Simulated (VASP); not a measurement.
A run of VASP 6.6.1 is set up as follows.

Contents of INCAR:

```
SYSTEM = Cd
ALGO = Normal ; EDIFF = 1E-6
ENCUT = 550 ; GGA = PS
ISIF = 2 ; ISMEAR = 0
LASPH = .True. ; LCHARG = .True.
LELF = .True. ; LREAL = .False.
LVHAR = .True. ; LWAVE = .False.
NELM = 80 ; PREC = Accurate
SIGMA = 0.05
```

File KPOINTS:

```
k-points
0
Gamma
  10 10 10
  0 0 0
```

The input POSCAR:

```
Cd
1.0
   -1.7843220000      1.7843220000      1.7843220000
    1.7843220000     -1.7843220000      1.7843220000
    1.7843220000      1.7843220000     -1.7843220000
Cd
1
Direct
    0.0000000000      0.0000000000      0.0000000000
```

Potentials or basis: VASP PAW PBE potentials, release 64 (Cd_GW).

Run with:

```sh
$ cat potpaw_PBE.64/Cd_GW/POTCAR > POTCAR
$ mpirun -np 1 vasp_std > vasp.out
```

Q: Estimate the band gap on the k mesh.

A: None (metal or under the smearing width).

Q: What does it give for the pressure?

A: -3.0 GPa.

Caveat: the PAW data sets were made with another functional, which shifts forces and pressure a little.
